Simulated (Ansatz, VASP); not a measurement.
**ZnO (zincite) in VASP and in Ansatz**

```
Zn O
1.0
     3.24931    0.00000    0.00000
    -1.62465    2.81398    0.00000
     0.00000    0.00000    5.20571
Zn O
2 2
Direct
  0.66667 0.33333 0.00000
  0.33333 0.66667 0.50000
  0.33333 0.66667 0.87901
  0.66667 0.33333 0.37901
```

Alike in both runs: task single point; functional LDA; k mesh 9 × 9 × 5; occupations fermi-dirac, width 0.05 eV; no spin polarisation.

|  | VASP | Ansatz |
| --- | --- | --- |
| version | VASP 6.6.1 | Ansatz 0.2.0 |
| potentials or method | VASP PAW LDA potentials, release 64 (Zn, O) | JTH PAW LDA |
| plane-wave cutoff (eV) | 520 | 1380 |
| valence electrons in the cell | 36 | 36 |

```tsv
	VASP	Ansatz	Ansatz less VASP
gap on the k mesh at the Fermi level (eV)	0.74	0.73	-0.013
least direct gap on the mesh (eV)	0.74	0.73	-0.013
pressure (GPa)	-6.1	-7.4	-1.37
largest component of the traceless stress (GPa)	1.20	1.17	-0.025
rms of the force components (eV/Å)	0.032	0.029	-0.0028
```

Atom by atom the forces differ by 0.003 eV/Å (rms over components).

Caveats: odd divisions of the mesh miss points on the zone boundary, where band edges often lie, so the gap on the mesh can be too wide (Ansatz). As with any semilocal functional, this LDA gap is likely too small.
